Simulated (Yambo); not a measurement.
# PbSe (Clausthalite) (Fm-3m) in Yambo: notebook

The runs below take PbSe (Clausthalite) through optical spectrum by the Bethe-Salpeter equation, with LDA.

Everything below comes from runs of Yambo 5.3.0. Logs are shortened: lines on timing, memory, paths and dates and some standing lists are left out, and cuts for length are marked.

**Measured values to compare with.**

From a printed reference work, monograph, for a bulk crystal of PbSe at 300 K: band gap 0.28 eV (direct).

The runs below are set against these values where they give the same quantity.

## 1. Starting point

The structure is cubic, space group Fm-3m (No. 225). Conventional cell: a = 6.121 Å, b = 6.121 Å, c = 6.121 Å, α = 90.00°, β = 90.00°, γ = 90.00°. Pb (site symmetry m-3m) has 6 Se at 3.06 Å as nearest neighbours. Around Se (site symmetry m-3m) lie 6 Pb at 3.06 Å.

## 2. Optical spectrum by the Bethe-Salpeter equation, LDA

bse4.in

```
optics
bse
bss
rim_cut
tddft
RandQpts= 1000000
RandGvec= 50 RL
BSKmod= "ALDA"
BSEmod= "retarded"
BSSmod= "d"
% BSEQptR
 1 | 1 |
%
% BSEBands
 12 | 17 |
%
BSENGexx= 20 Ry
BSENGfxc= 3 Ry
% BEnRange
 0 | 10 | eV
%
% BDmRange
 0.2 | 0.2 | eV
%
BEnSteps= 300
% BLongDir
 1 | 1 | 1 |
%
BSEprop= "abs"
WRbsWF
% KfnQP_E
 0.39 | 1.0 | 1.0 |
%
```

scf.in

```
&CONTROL
  calculation = 'scf'
  prefix = 'pwscf'
  outdir = './tmp'
  pseudo_dir = './pseudo'
/
&SYSTEM
  ibrav = 0
  nat = 2
  ntyp = 2
  ecutwfc = 52
  nbnd = 22
  occupations = 'smearing'
  smearing = 'fd'
  degauss = 0.00367493
  force_symmorphic = .true.
/
&ELECTRONS
  conv_thr = 4d-10
  electron_maxstep = 120
  mixing_beta = 0.5
/
ATOMIC_SPECIES
Pb   207.2000 Pb.upf
Se    78.9710 Se.upf
CELL_PARAMETERS angstrom
   0.0000000000    3.0606500000    3.0606500000
   3.0606500000    0.0000000000    3.0606500000
   3.0606500000    3.0606500000    0.0000000000
ATOMIC_POSITIONS crystal
Pb     0.0000000000    0.0000000000    0.0000000000
Se     0.5000000000    0.5000000000    0.5000000000
K_POINTS automatic
8 8 8 0 0 0
```

nscf.in

```
&CONTROL
  calculation = 'nscf'
  prefix = 'pwscf'
  outdir = './tmp'
  pseudo_dir = './pseudo'
/
&SYSTEM
  ibrav = 0
  nat = 2
  ntyp = 2
  ecutwfc = 52
  nbnd = 65
  occupations = 'fixed'
  force_symmorphic = .true.
/
&ELECTRONS
  conv_thr = 1d-08
  diago_full_acc = .true.
  diago_thr_init = 1d-06
/
ATOMIC_SPECIES
Pb   207.2000 Pb.upf
Se    78.9710 Se.upf
CELL_PARAMETERS angstrom
   0.0000000000    3.0606500000    3.0606500000
   3.0606500000    0.0000000000    3.0606500000
   3.0606500000    3.0606500000    0.0000000000
ATOMIC_POSITIONS crystal
Pb     0.0000000000    0.0000000000    0.0000000000
Se     0.5000000000    0.5000000000    0.5000000000
K_POINTS automatic
6 6 6 0 0 0
```

Potentials or basis: PseudoDojo 0.4.1 SR LDA standard.

Run with:

```bash
$ OMP_NUM_THREADS=1 pw.x -in scf.in > scf.out
$ OMP_NUM_THREADS=1 pw.x -in nscf.in > nscf.out
$ cd tmp/pwscf.save; p2y; mv SAVE ../..; cd ../..
$ OMP_NUM_THREADS=1 yambo
$ mkdir -p bse4; ln -s $PWD/g0w00/ndb.RIM bse4/
$ OMP_NUM_THREADS=1 yambo -F bse4.in -J bse4 -C bse4_out
$ OMP_NUM_THREADS=1 ypp -J bse4 -C bse4_out -e s -b 1
```

Yambo's report:

```text
[... sections 02.01 to 02.04 as in the set-up run ...]

  [02.05] Energies & Occupations
  ==============================

  [X] === General ===
  [X] Electronic Temperature                        :  0.000000  0.000000 [eV K]
  [X] Bosonic    Temperature                        :  0.000000  0.000000 [eV K]
  [X] Finite Temperature mode                       : no
  [X] El. density                                   :  0.52318E+24 [cm-3]
  [X] Fermi Level                                   :  9.115608 [eV]

  [X] === Gaps and Widths ===
  [X] Conduction Band Min                           :  0.202116 [eV]
  [X] Valence Band Max                              :  0.000000 [eV]
  [X] Filled Bands                                  :  15
  [X] Empty Bands                                   :   16   65
  [X] Direct Gap                                    :  0.202116 [eV]
  [X] Direct Gap localized at k                     :   4
  [X] Indirect Gap                                  :  0.202116 [eV]
  [X] Indirect Gap between kpts                     :   4   4
  [X] Last valence band width                       :  3.190666 [eV]
  [X] 1st conduction band width                     :  4.431781 [eV]

 [03] Transferred momenta grid and indexing
 ==========================================

 IBZ Q-points                                      :  16
 BZ  Q-points                                      :  216

 K/Q-points units:
 rlu = crystal or reduced units; cc = cartesian coordinates; iku = interal k-units

 Q [ 1]         [rlu]:  0.000000  0.000000  0.000000
 Q [ 2]         [rlu]:  0.89685E-17 -0.18787E-16  0.16667
 Q [ 3]         [rlu]:  0.17937E-16 -0.37574E-16  0.33333
 Q [ 4]         [rlu]:  0.10316E-16  0.10316E-16 -0.50000
 Q [ 5]         [rlu]:  0.62024E-17  0.16667      0.16667
 Q [ 6]         [rlu]:  0.89685E-17  0.16667      0.33333
 Q [ 7]         [rlu]:  0.73448E-16  0.16667      0.50000
 Q [ 8]         [rlu]:  0.10316E-16  0.16667     -0.33333
 Q [ 9]         [rlu]:  0.98185E-17  0.16667     -0.16667
 Q [10]         [rlu]:  0.12405E-16  0.33333      0.33333
 Q [11]         [rlu]:  0.11175E-16  0.33333      0.50000
 Q [12]         [rlu]:  0.15225E-16  0.33333     -0.33333
 Q [13]         [rlu]: -0.18607E-16 -0.50000     -0.50000
 Q [14]         [rlu]:  0.166667  0.333333  0.500000
 Q [15]         [rlu]:  0.166667  0.333333 -0.333333
 Q [16]         [rlu]:  0.166667 -0.500000 -0.333333

 [04] Coloumb potential Random Integration (RIM)
 ===============================================

 Summary of Coulomb integrals for non-metallic bands |Q|[au] RIM/Bare

 Q [1] 0.100000E-4 0.995870 * Q [2] 0.156800 1.064252
 Q [5] 0.181057 1.062849 * Q [9] 0.256054 1.026105
 Q [6] 0.300250 1.018634 * Q [3] 0.313600 1.016307
 Q [10] 0.362115 1.012926 * Q [8] 0.394605 1.010781
 Q [14] 0.404856 1.010004 * Q [7] 0.443498 1.008160
 Q [11] 0.470401 1.007364 * Q [4] 0.470401 1.007596
 Q [12] 0.512107 1.006381 * Q [15] 0.535575 1.005923
 Q [13] 0.543172 1.005879 * Q [16] 0.572554 1.005270

 [WARNING] [BS] User bands 12-17 break level degeneracy

 [05] External/Internal QP corrections
[... 129 lines left out ...]
   Bands ordered                                    : yes
   Direct v evaluation                              : no
   Approach used                                    : G-space v
   Dipoles computed                                 : R V P [G-space]
   Wavefunctions                                    : Slater exchange(X)+Perdew & Wang(C)

  [WARNING] [r,Vnl^pseudo] included in position and velocity dipoles.

  [WARNING] In case H contains other non local terms, these are neglected

 [07] Bethe Salpeter Equation driver
 ===================================

  [07.01] Bethe Salpeter Equation @q1
  ===================================

   [07.01.01] Transition pre-analysis @q1
   ======================================

   [07.01.02] Transition Groups build-up @q1
   =========================================

   [BSK] Transition groups (total):  16
   [BSK] Size (resonant):  1728
   [BSK]         (total):  1728
   [BSK] N. of matrices :  1

   [07.01.03] Loading Dipoles @q1
   ==============================

   [07.01.04] Independent Particles properties @q1
   ===============================================

   [07.01.05] TDDFT Kernel @q1 (Resonant ALDA EXCHANGE)
   ====================================================

   [BSE] Exchange components :   609
   [BSE] ALDA        components :   51

   [07.01.06] Main kernel loop
   ===========================

   [WR./bse4//ndb.BS_Q1_CPU_0]-----------------------------------------------------
    Brillouin Zone Q/K grids (IBZ/BZ)                :   16  216   16  216
    RL vectors                                       :  3143 [WF]
    Coulomb cutoff potential                         : none
    Parallel CPUs
    Parallel Roles
    Fragmentation                                    : no
    BS kernel          wavefunctions                 : Slater exchange(X)+Perdew & Wang(C)
    Static diel. fun.  energies                      : Slater exchange(X)+Perdew & Wang(C)
    wavefunctions                                    : Slater exchange(X)+Perdew & Wang(C)
    [K] Identifier                                   :  2868
    [K] Dimension                                    :  1728
    [K] Bands                                        :  12  17
    [K] Exchange                                     : yes [res]
    [K] Correlation                                  : no [res]
    [K] Kernel`s coupling                            : no
    [K] Exchange                                     : no [cpl]
    [K] Correlation                                  : no [cpl]
    [K] W interaction is bare                        : no
    [K] ALDA kernel in R-space                       : yes
    [K] RL vectors                                   :   609 [exchange]
    [K] E/h energy range                             : -1.000000 -1.000000 [eV]
    [K] Coupling range                               :  100.0000  100.0000 [o/o]
    [K] Kernel long-range exchange                   : BAR
   [xc] Functional : Slater exchange(X)+Perdew & Wang(C)
   [xc] LIBXC used to calculate xc functional
    PP Number of Atomic Species                      :  2
    NLCC RL compoments                               :  19603

  [07.02] BSE solver(s) @q1
  =========================

  [07.03] Diago Solver @q1
  ========================

  [WR./bse4//ndb.BS_diago_Q1]-----------------------------------------------------
   BS kernel          energies                      : Slater exchange(X)+Perdew & Wang(C)+ user defined corrections @E
   [K] Identifier                                   :  2868
   [K] Dimension                                    :  1728
   [K] Bands                                        :  12  17
   [K] Exchange                                     : yes [res]
   [K] Correlation                                  : no [res]
   [K] Kernel`s coupling                            : no
   [K] Exchange                                     : no [cpl]
   [K] Correlation                                  : no [cpl]
   [K] W interaction is bare                        : no
   [K] ALDA kernel in R-space                       : yes
   [K] RL vectors                                   :   609 [exchange]
   [K] E/h energy range                             : -1.000000 -1.000000 [eV]
   [K] Coupling range                               :  100.0000  100.0000 [o/o]
   [K] Kernel long-range exchange                   : BAR
   [BSS] Eigenstates included                       : yes
   [BSS] Field direction                            :  0.577350E-5  0.577350E-5  0.577350E-5
   [BSS] Eigenstates computed                       :  1728
   [BSS] Number of BSE matrices                     :  1
```

o-bse4.eps_q1_diago_alda_bse:

```text
# Absorption @ Q(1):  0.577350269     0.577350269     0.577350269    [q->0 direction]
#
[... 38 lines left out ...]
#
        0.000000           0.000000           41.10284           0.000000           41.70606
        0.033445           0.892205           41.14801           0.922616           41.75222
        0.066890           1.808063           41.28337           1.870018           41.89052
        0.100334           2.772526           41.50840           2.868361           42.12027
        0.133779           3.813235           41.82168           3.946637           42.43973
        0.167224           4.962061           42.21998           5.138293           42.84512
[... 292 lines left out ...]
        9.966555           0.481753          -0.538239           0.788216          -0.482984
        10.00000           0.491414          -0.541141           0.795627          -0.504830
#
```

Run time: 58 s. Hardware: 1 thread of Arm Neoverse V2, shared host; peak memory 0.31 GiB.

What came out:

```
Band gap on the k mesh, mean-field level : 0.20 eV, direct
Lowest exciton energy                    : 0.59 eV
Lowest bright exciton energy             : 0.60 eV
```

Dielectric function (along the field direction of the input):
```csv
energy (eV),real part,imaginary part
0.27,43.82,9.48
0.77,1.68,24.42
1.27,12.24,4.78
1.77,22.60,8.34
2.31,16.09,15.95
2.81,12.37,35.18
3.31,-13.77,27.70
3.85,-9.97,14.53
4.35,-10.11,7.19
4.85,-6.77,4.55
5.38,-5.17,4.56
5.89,-4.66,2.14
6.39,-3.16,2.18
6.92,-2.15,2.19
7.42,-2.95,2.08
7.93,-2.48,0.74
8.46,-1.73,0.66
8.96,-1.36,0.29
9.46,-0.84,0.33
10.00,-0.54,0.49
```

Lowest exciton energies (eV): 0.59, 0.60, 0.60, 0.60, 2.00, 2.00, 2.00, 2.00

Excitons:
```
energy (eV)  strength (relative to the strongest)
      0.594                               7.2e-21
      0.598                                  0.22
      0.598                                     1
      0.598                                  0.52
      1.996                               2.4e-18
      1.996                               7.4e-18
      1.997                               5.5e-08
      1.997                                 6e-08
      1.997                               5.1e-08
      1.998                                 0.096
      1.998                                   0.1
      1.998                                 0.093
```

Caveat: the scissor is the correction of the direct gap in an earlier G0W0 run on the same states; spectra need much finer meshes, so this one isn't converged; spin-orbit coupling is left out, which as a rule narrows the gap of such compounds by several tenths of an eV.

(Part 1 of 3 ends here.)
